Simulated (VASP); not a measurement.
# Pd (P6_3/mmc) in VASP: notebook

Runs on Pd. Level: PBE. Tasks: single point.

Everything below comes from runs of VASP 6.6.1. Logs are shortened: lines on timing, memory, paths and dates and some standing lists are left out, and cuts for length are marked.

### Step 1. Starting point

The structure is hexagonal, space group P6_3/mmc (No. 194). The conventional cell has a = 2.784 Å, b = 2.784 Å, c = 4.629 Å, α = 90.00°, β = 90.00°, γ = 120.00°. Around Pd (site symmetry -6m2) lie 12 Pd at 2.78 to 2.82 Å.

This isn't the form of Pd at room conditions, which is fcc.

### Step 2. Single point, PBE

Input file INCAR:

```
SYSTEM = Pd
PREC = Accurate ; ENCUT = 400
EDIFF = 1E-6 ; ISMEAR = -1
SIGMA = 0.1 ; LREAL = .FALSE.
LASPH = .TRUE. ; NELM = 100
ALGO = Normal ; ISIF = 2
LWAVE = .FALSE. ; LCHARG = .FALSE.
GGA = PE ; ADDGRID = .FALSE.
```

Input file KPOINTS:

```
Automatic mesh
0
G
  8 8 4
  0 0 0
```

Input file POSCAR:

```
Pd
1.0
    2.7836650458      0.0000000000      0.0000000000
   -1.3918325229      2.4107246453      0.0000000000
    0.0000000000      0.0000000000      4.6288930000
Pd
2
Direct
    0.3333333333      0.6666666667      0.2500000000
    0.6666666667      0.3333333333      0.7500000000
```

Potentials or basis: VASP PAW PBE potentials, release 64 (Pd).

Started as:

```
cat potpaw_PBE.64/Pd/POTCAR > POTCAR
mpirun -np 1 vasp_std > vasp.out
```

OUTCAR:

```text
SYSTEM = Pd
   PREC = Accurate
   ENCUT = 400
   EDIFF = 1E-6
   ISMEAR = -1
   LREAL = .FALSE.
   LASPH = .TRUE.
   NELM = 100
   ISIF = 2
   GGA = PE

 Found     30 irreducible k-points:

 Following reciprocal coordinates:
            Coordinates               Weight
  0.000000  0.000000  0.000000      1.000000
  0.125000  0.000000  0.000000      6.000000
  0.250000  0.000000  0.000000      6.000000
  0.375000  0.000000  0.000000      6.000000
  0.500000  0.000000  0.000000      3.000000
  0.125000  0.125000  0.000000      6.000000
   k-points           NKPTS =     30   k-points in BZ     NKDIM =     30   number of bands    NBANDS=     14
   number of dos      NEDOS =    301   number of ions     NIONS =      2
   total plane-waves  NPLWV =   9720
   dimension x,y,z NGX =    18 NGY =   18 NGZ =   30
   dimension x,y,z NGXF=    36 NGYF=   36 NGZF=   60
   ions per type =               2
   NGX,Y,Z   is equivalent  to a cutoff of  10.75, 10.75, 10.77 a.u.
   NGXF,Y,Z  is equivalent  to a cutoff of  21.50, 21.50, 21.55 a.u.
 SYSTEM =  Pd
   PREC   = accura    normal or accurate (medium, high low for compatibility)
   ISTART =      0    job   : 0-new  1-cont  2-samecut
   ICHARG =      2    charge: 1-file 2-atom 10-const
   ISPIN  =      1    spin polarized calculation?
   LNONCOLLINEAR =      F non collinear calculations
   LSORBIT =      F    spin-orbit coupling
   LASPH  =      T    aspherical Exc in radial PAW
   ENCUT  =  400.0 eV  29.40 Ry    5.42 a.u.   4.54  4.54  7.55*2*pi/ulx,y,z
   NELM   =    100;   NELMIN=  2; NELMDL= -5     # of ELM steps
   EDIFF  = 0.1E-05   stopping-criterion for ELM
   LREAL  =      F    real-space projection
   EDIFFG = 0.1E-04   stopping-criterion for IOM
   NSW    =      0    number of steps for IOM
   IBRION =     -1    ionic relax: 0-MD 1-quasi-New 2-CG
   NFREE  =      0    steps in history (QN), initial steepest desc. (CG)
   ISIF   =      2    stress and relaxation
   ISYM   =      2    0-nonsym 1-usesym 2-fastsym
   POTIM  = 0.5000    time-step for ionic-motion
   TEBEG  =    0.0;   TEEND  =   0.0 temperature during run
   PSTRESS=    0.0 pullay stress
   NELECT =      20.0000    total number of electrons
   NUPDOWN=      -1.0000    fix difference up-down
   EMIN   =  10.00;   EMAX   =-10.00  energy-range for DOS
   EFERMI =   0.00;   METHOD = LEGACY
   ISMEAR =    -1;   SIGMA  =   0.10  broadening in eV -4-tet -1-fermi 0-gaus
   EFERMI_NEDOS =   21; number of points for ismear=-14 and -15
   IALGO  =     38    algorithm
   IMIX   =      4    mixing-type and parameters
     AMIX     =   0.40;   BMIX     =  1.00
     AMIX_MAG =   1.60;   BMIX_MAG =  1.00
  volume/ion in A,a.u.               =      15.53       104.81
  Fermi-wavevector in a.u.,A,eV,Ry     =   1.413636  2.671385 27.189429  1.998367
  Thomas-Fermi vector in A             =   2.535261
   LORBIT       =      0    0 simple, 1 ext, 2 COOP (PROOUT), +10 PAW based schemes
   GGA     = PE    functional components
   LHFCALC =     F    Hartree Fock is set to
   AEXX    =    0.0000 exact exchange contribution
   IVDW    =     0    specifies the selected vdW correction
   LEPSILON=     F    determine dielectric tensor
   LRPA    =     F    only Hartree local field effects (RPA)
 non-spin polarized calculation
  energy-cutoff  :      400.00
  volume of cell :       31.06
 maximum number of plane-waves:       580
   NGX =  9   NGY =  9   NGZ = 15

 number of electron      19.9999992 magnetization

 Free energy of the ion-electron system (eV)
  ---------------------------------------------------
  ext. energy  EPLUGINS =         0.00000000
  ---------------------------------------------------
  free energy    TOTEN  =       -10.42078505 eV

  energy without entropy =      -10.27647038  energy(sigma->0) =      -10.34862772

 E-fermi :   8.9799     XC(G=0): -12.8631

 val. band max:        8.9678222223   @ k =   0.2500   0.2500   0.5000
 cond. band min:       9.0051029914   @ k =   0.5000   0.0000   0.2500
 fundamental gap:      0.0372807691
 Fermi energy:         8.9798848480

 k-point     1 :       0.0000    0.0000    0.0000
  band No.  band energies     occupation
      1       2.1887      2.00000
      2       4.0228      2.00000
      3       6.2340      2.00000
      4       6.4197      2.00000
      5       6.4197      2.00000
      6       6.7465      2.00000
      7       6.7465      2.00000
      8       7.3853      2.00000
      9       7.3853      2.00000
     10       8.7148      1.86808
     11       8.7148      1.86808
     12       9.9180      0.00017
     13      15.5929      0.00000
     14      26.0117      0.00000

 k-point     2 :       0.1250    0.0000    0.0000
  band No.  band energies     occupation
      1       2.6662      2.00000
      2       4.3428      2.00000
      3       5.9867      2.00000
      4       6.5414      2.00000
      5       6.7197      2.00000
      6       6.7335      2.00000
      7       6.9416      2.00000
      8       7.0359      2.00000
      9       7.2019      2.00000
     10       7.6341      2.00000
     11       8.7886      1.74267
     12      11.7005      0.00000
     13      15.6189      0.00000
     14      25.5042      0.00000

 k-point     3 :       0.2500    0.0000    0.0000
  band No.  band energies     occupation
      1       3.8069      2.00000
      2       4.6989      2.00000
      3       5.7417      2.00000
      4       5.9222      2.00000
      5       6.3759      2.00000
      6       6.8339      2.00000
      7       7.1031      2.00000
      8       7.4937      2.00000
      9       7.5647      2.00000
     10       7.7942      1.99999
     11       8.8962      1.39579
     12      14.2779      0.00000
     13      15.8183      0.00000
     14      21.4302      0.00000
[... 18 lines left out ...]
 k-point     5 :       0.5000    0.0000    0.0000
  band No.  band energies     occupation
      1       4.1435      2.00000
      2       4.5252      2.00000
      3       4.6028      2.00000
      4       6.4076      2.00000
      5       6.6276      2.00000
      6       6.9584      2.00000
      7       7.3236      2.00000
      8       8.9498      1.14919
      9       8.9638      1.08003
     10       9.1287      0.36833
     11      11.4810      0.00000
     12      13.3334      0.00000
     13      18.3497      0.00000
     14      18.6460      0.00000

 k-point     6 :       0.1250    0.1250    0.0000
  band No.  band energies     occupation
      1       3.5190      2.00000
      2       4.8085      2.00000
      3       5.6371      2.00000
      4       6.1262      2.00000
      5       6.4424      2.00000
      6       6.7153      2.00000
      7       6.9282      2.00000
      8       7.3923      2.00000
      9       7.3963      2.00000
     10       7.7449      1.99999
     11       8.8207      1.66180
     12      13.5824      0.00000
     13      15.7484      0.00000
     14      23.7562      0.00000

 [... further k-points ...]
[... 5 lines left out ...]
  --------------------------------------------------------------------------------------
  -------------------------------------------------------------------------------------
  Total       -0.2563386     -0.2563386     -0.3987421      0.0000000     -0.0000000      0.0000000
  in kB      -13.2215625    -13.2215625    -20.5665261      0.0000000     -0.0000000      0.0000000
  external PRESSURE =     -15.6698837 kB  Pullay stress =       0.0000000 kB

 VOLUME and BASIS-vectors are now :
 -----------------------------------------------------------------------------
  energy-cutoff  :      400.00
  volume of cell :       31.06
      direct lattice vectors                 reciprocal lattice vectors
     2.783665046  0.000000000  0.000000000     0.359238624  0.207406516  0.000000000
    -1.391832523  2.410724645  0.000000000     0.000000000  0.414813032  0.000000000
     0.000000000  0.000000000  4.628893000     0.000000000  0.000000000  0.216034374

 POSITION                                       TOTAL-FORCE (eV/Angst)
 -----------------------------------------------------------------------------------
     -0.00000      1.60715      1.15722         0.000000     -0.000000      0.000000
      1.39183      0.80357      3.47167        -0.000000      0.000000      0.000000
 -----------------------------------------------------------------------------------
    total drift:                               -0.000000      0.000000     -0.000000

  FREE ENERGIE OF THE ION-ELECTRON SYSTEM (eV)
  ---------------------------------------------------
  free  energy   TOTEN  =       -10.4207850520 eV

  energy  without entropy=      -10.2764703821  energy(sigma->0) =      -10.34862772
```

OSZICAR:

```text
N       E                     dE             d eps       ncg     rms          rms(c)
DAV:   1     0.892165111621E+02    0.89217E+02   -0.91212E+03   840   0.114E+03
DAV:   2    -0.957467081234E+01   -0.98791E+02   -0.94346E+02   912   0.249E+02
DAV:   3    -0.109314184851E+02   -0.13567E+01   -0.13476E+01   984   0.338E+01
DAV:   4    -0.109390825786E+02   -0.76641E-02   -0.76637E-02   978   0.243E+00
DAV:   5    -0.109391961241E+02   -0.11355E-03   -0.11355E-03   978   0.318E-01    0.960E+00
DAV:   6    -0.104420088066E+02    0.49719E+00   -0.14475E+00   900   0.132E+01    0.473E+00
DAV:   7    -0.104260396567E+02    0.15969E-01   -0.88831E-03   936   0.803E-01    0.243E+00
DAV:   8    -0.104207767222E+02    0.52629E-02   -0.15284E-03   912   0.333E-01    0.695E-02
DAV:   9    -0.104207772607E+02   -0.53857E-06   -0.34622E-05  1002   0.586E-02    0.203E-02
DAV:  10    -0.104207855818E+02   -0.83210E-05   -0.46878E-06   930   0.216E-02    0.691E-03
DAV:  11    -0.104207850520E+02    0.52981E-06   -0.20151E-07   492   0.555E-03
   1 F= -.10420785E+02 E0= -.10348628E+02  d E =-.144315E+00
```

stdout:

```text
POSCAR found type information on POSCAR Pd
 POSCAR found :  1 types and       2 ions
 scaLAPACK will be used
 LDA part: xc-table for (Slater+PW92), standard interpolation
 POSCAR, INCAR and KPOINTS ok, starting setup
 FFT: planning ... GRIDC
 FFT: planning ... GRID_SOFT
 FFT: planning ... GRID
 WAVECAR not read
 entering main loop
```

Wall time 4.5 s (1 thread of AMD EPYC 9R45 (Zen 5), shared host); peak memory 0.1 GiB.

The run converged, but some of its settings lie outside the range that counts as converged, so its numbers aren't taken as properties of the crystal.

Results:

```
Free energy            : -10.4208 eV
Pressure               : -1.6 GPa
Band gap on the k mesh : none (metal or under the smearing width)
```

### Step 3. Single point, PBE

INCAR is that of step 2.

KPOINTS is that of step 2.

Input file POSCAR:

```
Pd
1.0
    2.7836650458      0.0000000000      0.0000000000
   -1.3918325229      2.4107246453      0.0000000000
    0.0000000000      0.0000000000      4.6288930000
Pd
2
Direct
    0.3690330000      0.6707680000      0.2457130000
    0.7034100000      0.3270270000      0.7475630000
```

Potentials or basis: VASP PAW PBE potentials, release 64 (Pd).

Started as:

```
cat potpaw_PBE.64/Pd/POTCAR > POTCAR
mpirun -np 1 vasp_std > vasp.out
```

Run time: 14 s. Hardware: 1 thread of AMD EPYC 9R45 (Zen 5), shared host; peak memory 0.12 GiB.

These settings aren't checked as converged: the numbers below hold their error.

Results:

- Free energy: -10.4200 eV
- Pressure: -1.6 GPa
- Largest force: 0.075 eV/Å
- Band gap on the k mesh: none (metal or under the smearing width)
